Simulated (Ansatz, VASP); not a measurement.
## Two plane-wave programs on Ru

```
Ru
1.0
     2.67406    0.00000    0.00000
    -1.33703    2.31580    0.00000
     0.00000    0.00000   20.34014
Ru
4
Cartesian
  1.3370 0.7719 7.0000
  0.0000 1.5439 9.1134
  1.3370 0.7719 11.2181
  0.0000 1.5439 13.2622
```

Alike in both runs: functional LDA; k mesh 12 × 12 × 1; occupations gaussian, width 0.1 eV; no spin polarisation.

Ansatz relaxed the structure, and its values are those at the end. VASP's run is a single point on that final structure, the one shown.

```csv
,VASP,Ansatz
version,VASP 6.6.1,Ansatz 0.2.0
potentials or method,"VASP PAW LDA potentials, release 64 (Ru_pv)","scalar-relativistic, plane waves, PAW"
plane-wave cutoff (eV),520,420
valence electrons in the cell,56,64
```

VASP gave:

| Quantity | Value |
| --- | --- |
| gap on the k mesh at the Fermi level (eV) | none |
| rms of the force components (eV/Å) | 0.271 |

Estimate Ansatz's values.

gap on the k mesh at the Fermi level (eV): none; rms of the force components (eV/Å): 0.278.

A gap of «none» marks a metal or a gap that the smearing closes. The two sets of potentials don't hold the same shells in valence. Ansatz warned: «pseudo_functional_mismatch».
